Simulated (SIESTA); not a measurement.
The system is SnO2 (Cassiterite).

```
Sn O
1.0
     4.73800    0.00000    0.00000
     0.00000    4.73800    0.00000
     0.00000    0.00000    3.18650
Sn O
2 4
Cartesian
  2.3690 2.3690 1.5933
  0.0000 0.0000 0.0000
  3.8240 0.9140 1.5933
  3.2830 3.2830 0.0000
  0.9140 3.8240 1.5933
  1.4550 1.4550 0.0000
```

Base run:

- Program: SIESTA 5.4.2
- Functional: PBE
- Potentials or basis: PseudoDojo 0.4 standard (PBE files)
- Basis: DZP (energy shift 0.003 Ry; two zetas on semicore shells)
- Grid cutoff: 800 Ry
- Energy shift: 0.003 Ry
- k mesh: 6 × 6 × 8
- Occupations: fermi-dirac, width 0.05 eV
- Spin: no spin polarisation

Its results: band gap on the k mesh 1.02 eV, direct; pressure 17.8 GPa; largest force 0.291 eV/Å.

**Question.** The run is repeated on the same cell with these changes: potentials or basis from PseudoDojo 0.4 standard (PBE files) to PseudoDojo 0.4 stringent (PBE files); valence electrons from 52 to 68. What comes out?

**Answer.** Band gap on the k mesh 1.37 eV, direct; pressure 12.6 GPa; largest force 0.196 eV/Å.

Caveats: spin-orbit coupling is left out, which moves the levels of the heavy elements; the basis of atomic orbitals isn't converged, which shifts pressures, moduli and gaps; so large a pressure means that the cell lies far from this level's equilibrium, or that cutoff or potentials fall short (some runs); short orbitals over semicore shells can move pressures by several GPa (some runs); the valence orbitals were made in a potential fitted to the semicore shell under them, which widens gaps by tenths of an eV or more (some runs).

A k mesh can miss the band edges.
